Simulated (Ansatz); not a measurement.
The system is HgSe.

```xyz
2
Lattice="0.0000 3.0390 3.0390 3.0390 0.0000 3.0390 3.0390 3.0390 0.0000" Properties=species:S:1:pos:R:3 pbc="T T T"
Hg    0.0000    0.0000    0.0000
Se    4.5585    4.5585    4.5585
```

| Property | Result |
| --- | --- |
| Program | Ansatz 0.2.0 |
| Task | relaxation of cell and atoms |
| Functional | HSE06 |
| Potentials or basis | Ansatz PAW |
| Cutoff | 420 eV (not typed: the program's choice for these potentials) |
| k mesh | 4 × 4 × 4 |
| Occupations | fermi-dirac, width 0.05 eV |
| Spin | no spin polarisation |

At the start: volume 28.07 Å³/atom.

Question: How do energy, volume and symmetry change on relaxing?

Answer: It ends after 5 steps and the volume is 29.69 Å³/atom (+5.8 %); space group F-43m (No. 216, to 0.05 Å).

Step by step:
```tsv
step	energy change (eV)	largest force (eV/Å)	volume (Å³)
1	0.0000	0.0000	56.13
2	-0.0254	0.0000	60.57
3	-0.0292	0.0000	59.50
4	-0.0293	0.0000	59.37
5	-0.0306	0.0000	59.37
```

Final structure:
```xyz
2
Lattice="0.0000 3.0963 3.0963 3.0963 0.0000 3.0963 3.0963 3.0963 0.0000" Properties=species:S:1:pos:R:3 pbc="T T T"
Hg    0.0000    0.0000    0.0000
Se    4.6445    4.6445    4.6445
```

Caveat: the k mesh is coarse (spacing up to 0.45 Å⁻¹), so the values aren't converged, least of all with exact exchange; the plane-wave basis is chosen anew once the cell has moved, so the energies of steps on either side of that aren't comparable; the PAW data sets come from PBE, with cores solved anew for the run's functional, which leaves a small shift of forces and pressure.
